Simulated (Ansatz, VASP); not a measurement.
Rb in VASP and in Ansatz

```
CELL_PARAMETERS angstrom
6.09607 0.00000 0.00000
-3.04803 5.27935 0.00000
0.00000 0.00000 3.63979
ATOMIC_POSITIONS crystal
Rb 0.00000 0.00000 0.00000
Rb 0.33333 0.66667 0.50000
Rb 0.66667 0.33333 0.50000
```

Alike in both runs: functional PBE; k mesh 6 × 6 × 9; occupations fermi-dirac, width 0.08 eV; no spin polarisation.

Ansatz relaxed the structure, and its values are those at the end. VASP's run is a single point on that final structure, the one shown.

|  | VASP | Ansatz |
| --- | --- | --- |
| version | VASP 6.6.1 | Ansatz 0.2.0 |
| potentials or method | VASP PAW PBE potentials, release 64 (Rb_sv) | PAW with Ansatz's default frozen-core files, scalar-relativistic |
| plane-wave cutoff (eV) | 520 | 420 |
| valence electrons in the cell | 27 | 27 |

```csv
,VASP,Ansatz,Ansatz less VASP
pressure (GPa),10.0,10.0,-0.01
```
